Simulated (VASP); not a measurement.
Here is a VASP 6.6.1 calculation.

The input INCAR:

```
PREC     = Accurate       # precision mode
ENCUT    = 600            # plane-wave cutoff, eV
EDIFF    = 1E-7           # SCF threshold, eV
ISMEAR   = 0              # smearing method
SIGMA    = 0.1            # smearing width, eV
LREAL    = False          # projectors in reciprocal space
LASPH    = True           # aspherical terms in the spheres
NELM     = 100            # most SCF steps
ALGO     = Normal         # electronic algorithm
ISIF     = 3              # what is computed and relaxed
LWAVE    = False          # write WAVECAR
LCHARG   = False          # write CHGCAR
GGA      = PS             # functional
IBRION   = 2              # ionic algorithm
NSW      = 90             # ionic steps
EDIFFG   = -0.005         # ionic threshold
```

Contents of KPOINTS:

```
Automatic mesh
0
Gamma
  9 9 6
```

Contents of POSCAR:

```
Te
1.0
    4.6013525200      0.0000000000      0.0000000000
   -2.3006762600      3.9848881700      0.0000000000
    0.0000000000      0.0000000000      5.9000620000
Te
3
Direct
    0.2566971700      0.0000000000      0.3333333300
    0.0000000000      0.2566971700      0.6666666700
    0.7433028300      0.7433028300      0.0000000000
```

Potentials or basis: VASP PAW PBE potentials, release 64 (Te).

Launch:

```bash
$ cat potpaw_PBE.64/Te/POTCAR > POTCAR
$ mpirun -np 1 vasp_std > vasp.out
```

Problem. Predict the relaxed cell.

Solution. a = 4.312 Å, b = 4.312 Å, c = 5.966 Å, α = 90.00°, β = 90.00°, γ = 120.00°.

Problem. Predict the band gap on the k mesh.

Solution. None (metal or under the smearing width).

The path:
```csv
step,energy change (eV),largest force (eV/Å),pressure (GPa),volume (Å³)
1,0.0000,0.1672,-1.55,108.18
2,-0.0283,0.4462,0.49,102.80
3,-0.0283,0.4330,0.39,103.04
4,-0.0592,0.3531,0.42,101.05
5,-0.1041,0.1640,1.21,95.15
6,-0.0962,0.1117,-1.72,99.37
7,-0.1135,0.0360,-0.11,96.90
8,-0.1135,0.0383,-0.08,96.86
9,-0.1139,0.0313,-0.06,96.68
10,-0.1145,0.0104,0.03,96.14
11,-0.1145,0.0065,0.03,96.03
12,-0.1145,0.0045,0.04,95.98
13,-0.1145,0.0054,0.05,96.01
14,-0.1144,0.0123,-0.12,96.23
15,-0.1145,0.0009,0.01,96.06
```

Caveat: the PAW data sets were made with another functional, which shifts forces and pressure a little. Spin-orbit coupling is left out, which matters for the levels of Te.
